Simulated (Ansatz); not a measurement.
Rows from a G0W0 calculation on AlN (P6_3mc) (Ansatz 0.2.0; G0W0 on PBE, plane waves, PAW; PAW set soft_1; 6×6×2 mesh, 94 empty bands, screening to 100 eV, PAW set soft_1 files), in eV. Spin-orbit coupling is left out.

The database entry behind the starting cell differs from later determinations by our own check (inner coordinate u about 0.002 short), so it need not match the best structure at ambient conditions.

```
row  k  band   start       Σx  Σc at the solution      Vxc
  A  Γ    c1  11.326   -9.761              -3.841  -14.459
  B  Γ    v1   7.112  -21.883               3.380  -17.813
  C  Γ    c2  13.781   -7.953              -4.334  -13.205
  D  Γ    v2   6.933  -21.698               3.322  -17.672
```

**Question.** Work out each quasiparticle level and how far it moved.

The quasiparticle equation reads E = start + Σx + Σc(E) − Vxc.

```
row  E (eV)  shift (eV)
  A  12.182      +0.856
  B   6.422      −0.690
  C  14.699      +0.918
  D   6.230      −0.703
```

The gap over the computed points goes from 4.21 eV to 5.76 eV.

Limits: not at the basis limit; coarse k mesh.

[Paths, hosts, dates, memory and timing lines, banners, echoed tables and standing remarks are left out of the program output.]

[Logs are printed without paths, hosts, clocks, repeated set-up lines and the standing remarks that a program may print on its own settings, such as how far it seeks lower states.]

[Runs of the session that timed out or met a known fault of the program may be left out.]

[Cells called generated may have been cut or substituted from an entry of the Crystallography Open Database or the Materials Project.]

[Hosts, paths, dates, database ids (printed as entryN), source tags and the programs' standing remarks are cut or masked in the printed files.]
